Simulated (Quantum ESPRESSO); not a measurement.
# MoS2 in Quantum ESPRESSO: relaxation of cell and atoms with PBEsol+D4

Aim: the relaxation of cell and atoms of MoS2 with PBEsol+D4.

Everything below comes from runs of Quantum ESPRESSO 7.5. Logs are shortened: lines on timing, memory, paths and dates and some standing lists are left out, and cuts for length are marked.

### 1 The structure

The cell holds a slab with vacuum, 3 atoms: a = 3.184 Å, b = 3.184 Å, c = 17.335 Å, α = 90.00°, β = 90.00°, γ = 120.00°.

### 2 Relaxation of cell and atoms, PBEsol+D4

run.py reads:

```python
import numpy as np
from ase.calculators.espresso import Espresso, EspressoProfile
from ase.io import read

atoms = read('POSCAR')

input_data = {
    'control': {'calculation': 'scf', 'prefix': 'pwscf', 'outdir': './tmp', 'tprnfor': True, 'tstress': True, 'disk_io': 'low'},
    'system': {'ecutwfc': 45.0, 'ecutrho': 360.0, 'nbnd': 20, 'occupations': 'smearing', 'smearing': 'fd', 'degauss': 0.00367493},
    'electrons': {'conv_thr': 6e-10, 'electron_maxstep': 120, 'mixing_beta': 0.5},
}
pseudopotentials = {'S': 's_pbesol_v1.4.uspp.F.UPF', 'Mo': 'mo_pbesol_v1.uspp.F.UPF'}
profile = EspressoProfile(command='mpirun -n 2 pw.x -nk 2', pseudo_dir='pseudo')
dft = Espresso(profile=profile, input_data=input_data, pseudopotentials=pseudopotentials, kpts=(8, 8, 2), koffset=(0, 0, 0))
from ase.calculators.mixing import SumCalculator
from dftd4.ase import DFTD4
d4 = DFTD4(method='pbesol')
atoms.calc = SumCalculator([dft, d4])

from ase.optimize import BFGS
from ase.filters import FrechetCellFilter
done = BFGS(FrechetCellFilter(atoms), trajectory='opt.traj').run(fmax=0.02, steps=30)
print('converged', done)
print('cell (A)', np.round(atoms.cell.cellpar(), 5))
print(f'energy {atoms.get_potential_energy():.8f} eV')
print('forces (eV/A)')
print(np.round(atoms.get_forces(), 6))
print('stress (eV/A^3, Voigt)')
print(np.round(atoms.get_stress(), 8))
print(f'Fermi level {dft.get_fermi_level():.4f} eV')
print(f'D4 part {d4.get_potential_energy(atoms):.8f} eV')
atoms.write('final.traj')
```

POSCAR reads:

```
MoS2
1.0
    3.1841260822      0.0000000000      0.0000000000
   -1.5920630411      2.7575340760      0.0000000000
    0.0000000000      0.0000000000     17.3345999500
Mo S
1 2
Direct
    0.0000000000      0.0000000000      0.0000000000
    0.3333333333      0.6666666667      0.9105070200
    0.3333333333      0.6666666667      0.0894929800
```

Potentials or basis: GBRV 1.5 PBEsol.

Launch:

```
$ OMP_NUM_THREADS=1 python run.py
```

Standard output:

```text
Step          Energy          fmax
BFGS:    0    -2552.550313        0.670673
BFGS:    1    -2552.562750        0.521901
BFGS:    2    -2552.579022        0.273774
BFGS:    3    -2552.582238        0.237304
BFGS:    4    -2552.586298        0.033231
BFGS:    5    -2552.586392        0.008391
converged True
cell (A) [  3.12218   3.12218  17.36106  90.       90.      120.00008]
energy -2552.58639249 eV
forces (eV/A)
[[-9.000e-06  5.000e-06  0.000e+00]
 [ 4.000e-06 -3.000e-06 -8.378e-03]
 [ 4.000e-06 -3.000e-06  8.378e-03]]
stress (eV/A^3, Voigt)
[-6.7320e-05 -6.7580e-05  1.6485e-04 -0.0000e+00  0.0000e+00  5.7000e-07]
Fermi level 0.8794 eV
D4 part -0.51648377 eV
```

espresso.pwi:

```text
&CONTROL
   calculation      = 'scf'
   tstress          = .true.
   tprnfor          = .true.
   outdir           = './tmp'
   prefix           = 'pwscf'
   disk_io          = 'low'
   pseudo_dir       = 'pseudo'
/
&SYSTEM
   nbnd             = 20
   ecutwfc          = 45.0
   ecutrho          = 360.0
   occupations      = 'smearing'
   degauss          = 0.00367493
   smearing         = 'fd'
   ntyp             = 2
   nat              = 3
   ibrav            = 0
/
&ELECTRONS
   electron_maxstep = 120
   conv_thr         = 6e-10
   mixing_beta      = 0.5
/
&IONS
/
&CELL
/
&FCP
/
&RISM
/
ATOMIC_SPECIES
Mo 95.95 mo_pbesol_v1.uspp.F.UPF
S 32.06 s_pbesol_v1.4.uspp.F.UPF

K_POINTS automatic
8 8 2  0 0 0

CELL_PARAMETERS angstrom
3.12217968774120 -0.00000168494650 0.00000000000000
-1.56109130307623 2.70388431340659 -0.00000000000000
0.00000000000000 0.00000000000000 17.36105555909298

ATOMIC_POSITIONS angstrom
Mo 0.0000004278 -0.0000003311 -0.0000001649  
S -0.0000011951 1.8025891509 15.8000745687  
S -0.0000011730 1.8025891472 1.5609811553
```

espresso.pwo:

```text
This program is part of the open-source Quantum ESPRESSO suite
     for quantum simulation of materials; please cite
         "P. Giannozzi et al., J. Phys.:Condens. Matter 21 395502 (2009);
         "P. Giannozzi et al., J. Phys.:Condens. Matter 29 465901 (2017);
         "P. Giannozzi et al., J. Chem. Phys. 152 154105 (2020);
     in publications or presentations arising from this work. More details at

Warning: card &CELL ignored
Warning: card &FCP ignored
Warning: card &RISM ignored

     Message from routine setup:
     using ibrav=0 with symmetry is DISCOURAGED, use correct ibrav instead

     K-points division:     npool     =       2
     Subspace diagonalization in iterative solution of the eigenvalue problem:
     a serial algorithm will be used

     G-vector sticks info
     --------------------
     sticks:   dense  smooth     PW     G-vecs:    dense   smooth      PW
     Sum         859     433    151               114001    40473    7923

     Using Slab Decomposition

     bravais-lattice index     =            0
     lattice parameter (alat)  =       5.9001  a.u.
     unit-cell volume          =     989.0508 (a.u.)^3
     number of atoms/cell      =            3
     number of atomic types    =            2
     number of electrons       =        26.00
     number of Kohn-Sham states=           20
     kinetic-energy cutoff     =      45.0000  Ry
     charge density cutoff     =     360.0000  Ry
     scf convergence threshold =      6.0E-10
     mixing beta               =       0.5000
     number of iterations used =            8  plain     mixing
     Exchange-correlation= SLA  PW   PSX  PSC
                           (   1   4  10   8   0   0   0)

     celldm(1)=   5.900065  celldm(2)=   0.000000  celldm(3)=   0.000000
     celldm(4)=   0.000000  celldm(5)=   0.000000  celldm(6)=   0.000000

     crystal axes: (cart. coord. in units of alat)
               a(1) = (   1.000000  -0.000001   0.000000 )
               a(2) = (  -0.500000   0.866025  -0.000000 )
               a(3) = (   0.000000   0.000000   5.560556 )

     reciprocal axes: (cart. coord. in units 2 pi/alat)
               b(1) = (  1.000000  0.577352 -0.000000 )
               b(2) = (  0.000001  1.154702 -0.000000 )
               b(3) = (  0.000000  0.000000  0.179838 )

     PseudoPot. # 1 for Mo read from file:
     mo_pbesol_v1.uspp.F.UPF
     Pseudo is Ultrasoft + core correction, Zval = 14.0
     Generated by new atomic code, or converted to UPF format
     Using radial grid of  889 points,  6 beta functions with:
                l(1) =   0
                l(2) =   0
                l(3) =   1
                l(4) =   1
                l(5) =   2
                l(6) =   2
     Q(r) pseudized with  6 coefficients,  rinner =    1.000   1.000   1.000
                                                       1.000   1.000

     PseudoPot. # 2 for S  read from file:
     s_pbesol_v1.4.uspp.F.UPF
     Pseudo is Ultrasoft + core correction, Zval =  6.0
     Generated by new atomic code, or converted to UPF format
     Using radial grid of  907 points,  6 beta functions with:
                l(1) =   0
                l(2) =   0
                l(3) =   1
                l(4) =   1
                l(5) =   2
                l(6) =   2
     Q(r) pseudized with  8 coefficients,  rinner =    1.300   1.300   1.300
                                                       1.300   1.300

     atomic species   valence    mass     pseudopotential
     Mo               14.00    95.95000     Mo( 1.00)
     S                 6.00    32.06000     S ( 1.00)

      4 Sym. Ops. (no inversion) found

   Cartesian axes

     site n.     atom                  positions (alat units)
         1        Mo     tau(   1) = (   0.0000001  -0.0000001  -0.0000001  )
         2        S      tau(   2) = (  -0.0000004   0.5773496   5.0605910  )
         3        S      tau(   3) = (  -0.0000004   0.5773496   0.4999652  )

     number of k points=    42  Fermi-Dirac smearing, width (Ry)=  0.0037
                       cart. coord. in units 2pi/alat
        k(    1) = (   0.0000000   0.0000000   0.0000000), wk =   0.0156250
        k(    2) = (   0.0000000   0.0000000  -0.0899191), wk =   0.0156250
        k(    3) = (   0.0000001   0.1443378   0.0000000), wk =   0.0625000
        k(    4) = (   0.0000001   0.1443378  -0.0899191), wk =   0.0625000
        k(    5) = (   0.0000002   0.2886755   0.0000000), wk =   0.0625000
        k(    6) = (   0.0000002   0.2886755  -0.0899191), wk =   0.0625000
[... 34 lines left out ...]
        k(   41) = (  -0.5000005  -0.8660268   0.0000000), wk =   0.0156250
        k(   42) = (  -0.5000005  -0.8660268  -0.0899191), wk =   0.0156250

     Dense  grid:   114001 G-vectors     FFT dimensions: (  36,  36, 200)

     Smooth grid:    40473 G-vectors     FFT dimensions: (  25,  25, 144)

     Initial potential from superposition of free atoms

     starting charge      25.9990, renormalised to      26.0000

     negative rho (up, down):  7.809E-04 0.000E+00
     Starting wfcs are   21 randomized atomic wfcs

     Self-consistent Calculation

     iteration #  1     ecut=    45.00 Ry     beta= 0.50
     Davidson diagonalization with overlap
     ethr =  1.00E-02,  avg # of iterations =  5.7

     Threshold (ethr) on eigenvalues was too large:
     Diagonalizing with lowered threshold

     Davidson diagonalization with overlap
     ethr =  4.49E-04,  avg # of iterations =  4.4

     negative rho (up, down):  8.000E-04 0.000E+00

     total energy              =    -187.53065021 Ry
     estimated scf accuracy    <       0.13816377 Ry

     iteration #  2     ecut=    45.00 Ry     beta= 0.50
     Davidson diagonalization with overlap
     ethr =  5.31E-04,  avg # of iterations =  7.2
[... 69 lines left out ...]
     iteration # 10     ecut=    45.00 Ry     beta= 0.50
     Davidson diagonalization with overlap
     ethr =  2.73E-12,  avg # of iterations =  4.2

     negative rho (up, down):  7.776E-04 0.000E+00

     End of self-consistent calculation

          k = 0.0000 0.0000 0.0000 (  5099 PWs)   bands (ev):

   -60.7510 -34.9667 -34.6783 -34.6783 -14.3339 -12.9656  -5.8769  -2.6453
    -2.6453  -1.9523  -1.4732  -1.4732  -0.1736   2.9010   2.9010   3.1725
     3.1725   5.1674   5.5699   6.1905

          k = 0.0000 0.0000-0.0899 (  5074 PWs)   bands (ev):

   -60.7510 -34.9666 -34.6783 -34.6783 -14.3339 -12.9656  -5.8769  -2.6453
    -2.6453  -1.9523  -1.4732  -1.4732  -0.1736   2.9011   2.9011   3.1725
     3.1725   5.2141   5.4530   6.4217
[... 31 lines left out ...]
          k = 0.0000 0.4330-0.0899 (  5064 PWs)   bands (ev):

   -60.7092 -35.0713 -34.8859 -34.7685 -12.6360 -12.2828  -5.6950  -4.6751
    -4.0677  -3.0549  -1.8535  -1.1124  -1.0352   2.3447   2.5329   3.6955
     4.3717   7.2361   7.5531   7.7377

          k =-0.0000-0.5774 0.0000 (  5052 PWs)   bands (ev):

   -60.7020 -35.1365 -34.8719 -34.7838 -12.2453 -12.1375  -6.0600  -5.0556
    -4.2479  -3.2466  -2.0052  -0.8832  -0.7096   2.4323   2.9272   3.9239
     4.4828   6.1650   7.7749   8.2874

          k =-0.0000-0.5774-0.0899 (  5048 PWs)   bands (ev):

   -60.7020 -35.1365 -34.8719 -34.7838 -12.2453 -12.1375  -6.0600  -5.0556
    -4.2479  -3.2466  -2.0052  -0.8832  -0.7096   2.4323   2.9271   3.9239
     4.4828   6.1651   7.7748   8.2885

          k = 0.1250 0.2165 0.0000 (  5063 PWs)   bands (ev):

   -60.7316 -34.9293 -34.8562 -34.7281 -13.6290 -12.6756  -5.2281  -3.7463
    -3.3304  -2.7435  -2.0173  -0.9430  -0.6294   2.0849   2.5766   2.5793
     3.9435   6.1361   6.4927   7.2886
[... 169 lines left out ...]
          k = 0.3750-0.2165-0.0899 (  5064 PWs)   bands (ev):

   -60.7092 -35.0713 -34.8859 -34.7685 -12.6360 -12.2828  -5.6950  -4.6751
    -4.0677  -3.0549  -1.8535  -1.1124  -1.0353   2.3447   2.5329   3.6955
     4.3717   7.2361   7.5530   7.7377

          k =-0.5000-0.8660 0.0000 (  5052 PWs)   bands (ev):

   -60.7020 -35.1365 -34.8719 -34.7838 -12.2453 -12.1375  -6.0600  -5.0556
    -4.2479  -3.2466  -2.0052  -0.8832  -0.7096   2.4322   2.9272   3.9239
     4.4828   6.1650   7.7749   8.2874

          k =-0.5000-0.8660-0.0899 (  5048 PWs)   bands (ev):

   -60.7020 -35.1365 -34.8719 -34.7838 -12.2453 -12.1375  -6.0600  -5.0556
    -4.2479  -3.2466  -2.0052  -0.8832  -0.7096   2.4323   2.9271   3.9240
     4.4828   6.1651   7.7749   8.2885

     the Fermi energy is     0.8794 ev

!    total energy              =    -187.57369499 Ry
     estimated scf accuracy    <          2.9E-11 Ry
     smearing contrib. (-TS)   =      -0.00000000 Ry
     internal energy E=F+TS    =    -187.57369499 Ry

     The total energy is F=E-TS. E is the sum of the following terms:
     one-electron contribution =    -934.00265364 Ry
     hartree contribution      =     468.27959609 Ry
     xc contribution           =     -36.04802549 Ry
     ewald contribution        =     314.19738806 Ry

     convergence has been achieved in  10 iterations

     negative rho (up, down):  7.776E-04 0.000E+00

     Forces acting on atoms (cartesian axes, Ry/au):

     atom    1 type  1   force =    -0.00000020    0.00000011    0.00000000
     atom    2 type  2   force =     0.00000010   -0.00000006   -0.00220963
     atom    3 type  2   force =     0.00000010   -0.00000006    0.00220963

     Total force =     0.003125     Total SCF correction =     0.000004

     Computing stress (Cartesian axis) and pressure

     negative rho (up, down):  7.776E-04 0.000E+00
          total   stress  (Ry/bohr**3)                   (kbar)     P=        4.33
   0.00003924   0.00000000   0.00000000            5.77        0.00        0.00
   0.00000000   0.00003925   0.00000000            0.00        5.77        0.00
   0.00000000   0.00000000   0.00000984            0.00        0.00        1.45

=------------------------------------------------------------------------------=
   JOB DONE.
=------------------------------------------------------------------------------=
```

Run time: 9.9 min. Hardware: 2 MPI ranks of Intel Xeon at 2.50GHz (Skylake/Cascade Lake), shared host; peak memory 0.64 GiB.

Results:

```yaml
Free_energy: -2552.5866 eV
Relaxed_volume: 48.85 Å³/atom
Relaxed_cell: a = 3.122 Å, b = 3.122 Å, c = 17.361 Å, α = 90.00°, β = 90.00°, γ = 120.00°
Space_group_after_relaxing_to_0.05_Å: P-6m2 (No. 187)
Energy_gained_by_relaxing: 12.0 meV/atom
Ionic_steps: 6
Largest_force_after_relaxing: 0.008 eV/Å
Band_gap_on_the_k_mesh: 2.17 eV, indirect (least direct gap 2.19 eV)
Dispersion_energy_per_atom: -0.172 eV
```

Forces on the atoms (eV/Å):
```
Mo   0.000  0.000  0.000
S    0.000  0.000 -0.008
S    0.000  0.000  0.008
```

The path:
| step | energy change (eV) | largest force (eV/Å) | pressure (GPa) | volume (Å³) |
| --- | --- | --- | --- | --- |
| 1 | 0.0000 | 0.2114 | -1.66 | 152.20 |
| 2 | -0.0124 | 0.0564 | -1.19 | 151.07 |
| 3 | -0.0287 | 0.2745 | 0.05 | 147.93 |
| 4 | -0.0319 | 0.2377 | 0.14 | 147.36 |
| 5 | -0.0360 | 0.0332 | 0.06 | 146.48 |
| 6 | -0.0361 | 0.0084 | 0.00 | 146.56 |

Final structure:
```
Mo S
1.0
     3.12218    0.00000    0.00000
    -1.56109    2.70388    0.00000
     0.00000    0.00000   17.36106
Mo S
1 2
Direct
  0.00000 0.00000 0.00000
  0.33333 0.66667 0.91009
  0.33333 0.66667 0.08991
```

A hybrid or GW would open this gap; PBEsol tends to underestimate it.
